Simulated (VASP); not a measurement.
BaO: relaxation of cell and atoms with PBE+D3(BJ)

Crystal: BaO.

```xyz
2
Lattice="0.0000 2.7904 2.7904 2.7904 0.0000 2.7904 2.7904 2.7904 0.0000" Properties=species:S:1:pos:R:3 pbc="T T T"
Ba    0.0000    0.0000    0.0000
O     2.7904    2.7904    2.7904
```

The cell is a database's computed one.

```
Program                : VASP 6.6.1
Task                   : relaxation of cell and atoms
Functional             : PBE
Dispersion             : D3(BJ)
Potentials or basis    : VASP PAW PBE potentials, release 64 (Ba_sv, O)
Cutoff                 : 600 eV
k mesh                 : 8 × 8 × 8
Occupations            : gaussian, width 0.02 eV
Spin                   : no spin polarisation
Further INCAR settings : ALGO = Normal; EDIFF = 1e-07; IBRION = 2; EDIFFG = -0.005; NSW = 90; ISIF = 3
```

```
Relaxed volume                         : 21.59 Å³/atom
Relaxed cell                           : a = 3.938 Å, b = 3.938 Å, c = 3.938 Å, α = 60.00°, β = 60.00°, γ = 60.00°
Space group after relaxing (to 0.05 Å) : Fm-3m (No. 225)
Energy gained by relaxing              : 0.2 meV/atom
Ionic steps                            : 3
Pressure after relaxing                : 0.0 GPa
Band gap on the k mesh                 : 2.03 eV, direct
Dispersion energy per atom             : -0.223 eV
```

Step by step:
```
step  energy change (eV)  largest force (eV/Å)  pressure (GPa)  volume (Å³)
   1              0.0000                0.0000           -0.46        43.45
   2             -0.0003                0.0000            0.19        43.06
   3             -0.0004                0.0000            0.00        43.17
```

Final structure:
```xyz
2
Lattice="0.0000 2.7844 2.7844 2.7844 0.0000 2.7844 2.7844 2.7844 0.0000" Properties=species:S:1:pos:R:3 pbc="T T T"
Ba    0.0000    0.0000    0.0000
O     2.7844    2.7844    2.7844
```

Levels at points of the mesh, in eV from the valence-band top:
| k point | band 4 | band 5 | band 6 | band 7 | band 8 | band 9 | band 10 | band 11 | band 12 |
| --- | --- | --- | --- | --- | --- | --- | --- | --- | --- |
| (0.00, 0.00, 0.00) | -10.45 | -10.45 | -0.30 | -0.30 | -0.30 | 3.48 | 4.69 | 4.69 | 4.69 |
| (0.50, 0.00, 0.00) | -10.57 | -10.57 | -1.93 | -1.40 | -1.40 | 4.91 | 7.11 | 7.11 | 8.10 |
| (0.50, 0.50, 0.00) | -11.01 | -11.01 | -0.13 | -0.13 | 0.00 | 2.03 | 5.91 | 8.82 | 9.29 |

Wall time 24 s on 1 thread of Intel(R) Xeon(R) Platinum 8559C (Emerald Rapids), on a shared host, peak memory 0.19 GiB.

Caveat: spin-orbit coupling is left out, which moves the levels of the heavy elements. A k mesh can miss the band edges.
